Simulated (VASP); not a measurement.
Write the native input for VASP 6.6.1 that does the following.

```yaml
Task: single point
Functional: PBE
Potentials_or_basis: VASP PAW PBE potentials, release 64 (S)
Cutoff: 520 eV
k_mesh: 32 × 32 × 32
Occupations: gaussian, width 0.1 eV
Spin: no spin polarisation
Dipole_correction: no
Further_INCAR_settings: ALGO = Fast; EDIFF = 1e-07; NBANDS = 9
```

The structure of S lies in POSCAR:

```
S
1.0
   -1.1818383510      1.1818383510      4.4015730313
    1.1818383510     -1.1818383510      4.4015730313
    1.1818383510      1.1818383510     -4.4015730313
S
1
Direct
    0.0000000000      0.0000000000      0.0000000000
```

The cell was built by a generator and needn't be a form met in nature.

One way to write it, as run:

INCAR

```
SYSTEM = S
PREC = Accurate
ENCUT = 520
EDIFF = 1E-7
ISMEAR = 0
SIGMA = 0.1
LREAL = .False.
LASPH = .True.
NELM = 100
ALGO = Fast
ISIF = 2
LWAVE = .False.
LCHARG = .False.
GGA = PE
NBANDS = 9
```

KPOINTS

```
Automatic mesh
0
Gamma
  32 32 32
  0 0 0
```

Potentials or basis: VASP PAW PBE potentials, release 64 (S).

The run is started by

```console
$ cat potpaw_PBE.64/S/POTCAR > POTCAR
$ mpirun -np 1 vasp_std > vasp.out
```

Results of the run:

* Pressure: -0.2 GPa
* Band gap on the k mesh: none (metal or under the smearing width)

Wall time 7.5 min on 1 thread of Intel(R) Xeon(R) 6975P-C (Granite Rapids), with other jobs on the host, peak memory 0.58 GiB.
